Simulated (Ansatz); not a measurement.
The system is Cr.

```
CELL_PARAMETERS angstrom
-0.01743 1.81563 1.81066
1.83101 -0.01704 1.81027
1.85590 1.84013 -0.04193
ATOMIC_POSITIONS crystal
Cr 0.00000 0.00000 0.00000
```

This isn't the form of Cr at room conditions, which is bcc.

The cell isn't the ideal one: cell sheared at random, sigma 0.01, atoms nudged by 0.01 Å.

Program: Ansatz 0.2.0. Alike in all runs: task single point; level PBE; potentials or basis Ansatz PAW; cell sheared at random, sigma 0.01, atoms nudged by 0.01 Å; cutoff (eV) 420; smearing fermi-dirac 0.05 eV.

**Question.** Order these runs on this cell by their pressure, lowest first.
A. spin collinear, ferromagnetic start; fixed moment (μB) 0.8; k mesh 10 × 10 × 10
B. spin collinear, ferromagnetic start; fixed moment (μB) 3.8; k mesh 10 × 10 × 10
C. spin collinear, ferromagnetic start; fixed moment (μB) 1.5; k mesh 10 × 10 × 10
D. spin collinear, ferromagnetic start; fixed moment (μB) 2.2; k mesh 10 × 10 × 10
E. spin off; k mesh 12 × 12 × 12

**Answer.** E (-10.2 GPa), A (-7.3 GPa), C (0.3 GPa), D (12.7 GPa), B (61.4 GPa).

Caveats: the total moment is fixed, so each spin has its own Fermi level (some runs); the thresholds are loose for stress (some runs); a pressure of tens of GPa on the cell as given is suspect, and the run, the potentials or the cell itself is likely at fault (some runs).
